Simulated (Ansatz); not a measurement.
The system is WS2.

```
CELL_PARAMETERS angstrom
1.57900 0.91164 6.16333
-1.57900 0.91164 6.16333
0.00000 -1.82327 6.16333
ATOMIC_POSITIONS crystal
W 0.00000 0.00000 0.00000
S 0.58100 0.58100 0.58100
S 0.75030 0.75030 0.75030
```

Measurements of this composition are mostly on another form, of space group No. 194.

| Item | Value |
| --- | --- |
| Program | Ansatz 0.2.0 |
| Task | relaxation of cell and atoms |
| Functional | HSE06 |
| Potentials or basis | Ansatz PAW |
| Cutoff | 420 eV (not typed: the program's choice for these potentials) |
| k mesh | 6 × 6 × 6 |
| Occupations | fermi-dirac, width 0.05 eV |
| Spin | no spin polarisation |

At the start: volume 17.74 Å³/atom.

Problem. How do energy, volume and symmetry change on relaxing?

Solution. It ends after 14 steps and the volume is 20.98 Å³/atom (+18.2 %); space group R3m (No. 160, to 0.05 Å).

Step by step:
```tsv
step	energy change (eV)	largest force (eV/Å)	volume (Å³)
1	0.0000	0.6512	53.23
2	-0.0215	0.6260	56.85
3	-0.0447	0.0627	56.90
4	-0.0487	0.0086	57.99
5	-0.0509	0.0077	59.71
6	-0.0509	0.0001	60.04
7	-0.0509	0.0007	60.23
8	-0.0544	0.0016	60.23
9	-0.0548	0.0127	61.14
10	-0.0549	0.0241	62.34
11	-0.0549	0.0011	62.47
12	-0.0548	0.0057	62.80
13	-0.0548	0.0038	62.94
14	-0.0555	0.0039	62.94
```

Final structure:
```
W S
1.0
     1.57886    0.91156    7.28872
    -1.57886    0.91156    7.28872
     0.00000   -1.82311    7.28872
W S
1 2
Direct
  0.99932 0.99932 0.99932
  0.59473 0.59473 0.59473
  0.73725 0.73725 0.73725
```

Caveat: the volume moved by over 15 % at a fixed basis, so the end points are rough; the plane-wave basis is chosen anew once the cell has moved, so the energies of steps on either side of that aren't comparable; the PAW data sets come from PBE, with cores solved anew for the run's functional, which leaves a small shift of forces and pressure.
